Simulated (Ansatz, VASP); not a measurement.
# One calculation of MgO (Periclase), two programs

POSCAR

```
MgO
1.0
    0.0000000000      1.9184387011      1.9184387011
    1.9184387011      0.0000000000      1.9184387011
    1.9184387011      1.9184387011      0.0000000000
Mg O
1 1
Direct
    0.0000000000      0.0000000000      0.0000000000
    0.5000000000      0.5000000000      0.5000000000
```

INCAR.step1

```
ALGO     = Normal         # electronic algorithm
EDIFF    = 1E-4           # SCF threshold, eV
ENCUT    = 520            # plane-wave cutoff, eV
GGA      = PE             # functional
ISMEAR   = 0              # smearing method
LASPH    = T              # aspherical terms in the spheres
LCHARG   = F              # write CHGCAR
LREAL    = F              # projectors in reciprocal space
LWAVE    = T              # write WAVECAR
NBANDS   = 11             # bands
NELM     = 80             # most SCF steps
PREC     = Accurate       # precision mode
SIGMA    = 0.05           # smearing width, eV
```

File INCAR.step2:

```
ALGO     = Normal         # electronic algorithm
EDIFF    = 1E-7           # SCF threshold, eV
ENCUT    = 520            # plane-wave cutoff, eV
ISIF     = 2              # what is computed and relaxed
ISMEAR   = 0              # smearing method
ISTART   = 1            
LASPH    = T              # aspherical terms in the spheres
LCHARG   = T              # write CHGCAR
LELF     = T              # ELF
LMIXTAU  = T            
LREAL    = F              # projectors in reciprocal space
LVHAR    = T            
LWAVE    = F              # write WAVECAR
METAGGA  = R2SCAN         # meta-GGA
NBANDS   = 11             # bands
NELM     = 80             # most SCF steps
PREC     = Accurate       # precision mode
SIGMA    = 0.05           # smearing width, eV
```

File KPOINTS:

```
k-points
0
Gamma
  10 10 10
```

Input for Ansatz:

```yaml
crystal:
  lattice:
    - [0.0, 1.9184387011, 1.9184387011]
    - [1.9184387011, 0.0, 1.9184387011]
    - [1.9184387011, 1.9184387011, 0.0]
  atoms:
    - { symbol: Mg, position: [0.0, 0.0, 0.0] }
    - { symbol: O, position: [0.5, 0.5, 0.5] }
basis:
  ecutwfc: 500
  ecutrho_ratio: 4
kpoints:
  mp_grid: { grid: [10, 10, 10] }
hamiltonian:
  xc: r2scan
scf:
  occupations: { method: gaussian, width: 0.05 }
output:
  forces: true
  stress: true
  eigenvalues: true
```

Alike in both runs: task single point; functional r2SCAN; k mesh 10 × 10 × 10; occupations gaussian, width 0.05 eV; no spin polarisation.

|  | VASP | Ansatz |
| --- | --- | --- |
| version | VASP 6.6.1 | Ansatz 0.2.0 |
| potentials or method | VASP PAW PBE potentials, release 64 (Mg, O) | scalar-relativistic, plane waves, PAW |
| plane-wave cutoff (eV) | 520 | 500 |
| valence electrons in the cell | 8 | 16 |

Ansatz gave:

```
gap on the k mesh at the Fermi level (eV) : 8.99
least direct gap on the mesh (eV)         : 8.99
```

Estimate VASP's values.

gap on the k mesh at the Fermi level (eV): 8.97; least direct gap on the mesh (eV): 8.97.

The functional is the same, so the differences come from potentials, cutoffs and numerics. The two sets of potentials don't hold the same shells in valence.

Caveats: the PAW data sets were made with another functional, which shifts forces and pressure a little (VASP). r2SCAN opens gaps a little over a GGA but as a rule still falls short of measured ones.
